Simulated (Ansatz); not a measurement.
# TePt: the cost of one run

Program: Ansatz 0.2.0. Level of theory: DFT LDA, scalar-relativistic, plane waves, PAW. These are calculated values, not measurements.

**1. The system as given**

The structure is trigonal, space group P3m1 (No. 156). The conventional cell has a = 4.111 Å, b = 4.111 Å, c = 31.976 Å, α = 90.00°, β = 90.00°, γ = 120.00°. Te (site symmetry 3m) is surrounded by 3 Pt at 2.74 Å. Pt (site symmetry 3m) has 1 Pt at 2.72 Å and 6 Te at 2.74 Å as nearest neighbours. Te (site symmetry 3m) has 6 Pt at 2.74 Å as nearest neighbours. Pt (site symmetry 3m) is surrounded by 2 Pt at 2.72 Å and 6 Te at 2.74 Å. Only part of the 12 independent sites is listed.

Structure file:

```
Te Pt
1.0
     4.11100    0.00000    0.00000
    -2.05550    3.56023    0.00000
     0.00000    0.00000   31.97650
Te Pt
6 6
Cartesian
  0.0000 2.3735 8.5000
  2.0555 1.1867 11.2230
  0.0000 2.3735 13.9460
  2.0555 1.1867 16.6690
  0.0000 2.3735 19.3920
  2.0555 1.1867 22.1150
  0.0000 0.0000 9.8615
  0.0000 0.0000 12.5845
  0.0000 0.0000 15.3075
  0.0000 0.0000 18.0305
  0.0000 0.0000 20.7535
  0.0000 0.0000 23.4765
```

Slab cut from the bulk at the bulk's listed lattice constants, lower half held.

**2. Relaxing the atoms**

input.yaml reads:

```yaml
crystal:
  lattice:
    - [4.11099981, 0.0, 0.0]
    - [-2.05549991, 3.56023027, 0.0]
    - [0.0, 0.0, 31.9764997366]
  atoms:
    - { symbol: Te, position: [0.33333333, 0.66666667, 0.2658202139] }
    - { symbol: Pt, position: [0.0, 0.0, 0.3083983503] }
    - { symbol: Te, position: [0.66666667, 0.33333333, 0.3509764969] }
    - { symbol: Pt, position: [0.0, 0.0, 0.3935546436] }
    - { symbol: Te, position: [0.33333333, 0.66666667, 0.43613278] }
    - { symbol: Pt, position: [0.0, 0.0, 0.4787109267] }
    - { symbol: Te, position: [0.66666667, 0.33333333, 0.5212890733] }
    - { symbol: Pt, position: [0.0, 0.0, 0.56386722] }
    - { symbol: Te, position: [0.33333333, 0.66666667, 0.6064453564] }
    - { symbol: Pt, position: [0.0, 0.0, 0.6490235031] }
    - { symbol: Te, position: [0.66666667, 0.33333333, 0.6916016497] }
    - { symbol: Pt, position: [0.0, 0.0, 0.7341797861] }
basis:
  ecutwfc: 420.0
  fft_grid_basis: typed
kpoints:
  mp_grid: { grid: [9, 9, 1] }
hamiltonian:
  xc: lda
scf:
  occupations: { method: gaussian, width: 0.05 }
output:
  forces: true
  eigenvalues: true
efield:
  axis: 3
  dipole_correction: true
  ramp_width: 0.04
relax:
  adjacent_minimum: "off"
  f_tol: 0.04
  max_steps: 40
  constraints: [{ sites: [0, 1, 2, 3, 4, 5] }]
```

Launch:

```sh
> ansatz run input.yaml --threads 2 --pin off --max-ram 4423MiB --backend cpu --events-out ev --progress --plain --runs-dir out
```

**Question.** How long does this run take on 2 threads of Intel Xeon 6975P-C (Granite Rapids), shared host, and how much memory does it need?

About 97 s, with a peak of 1.3 GiB.
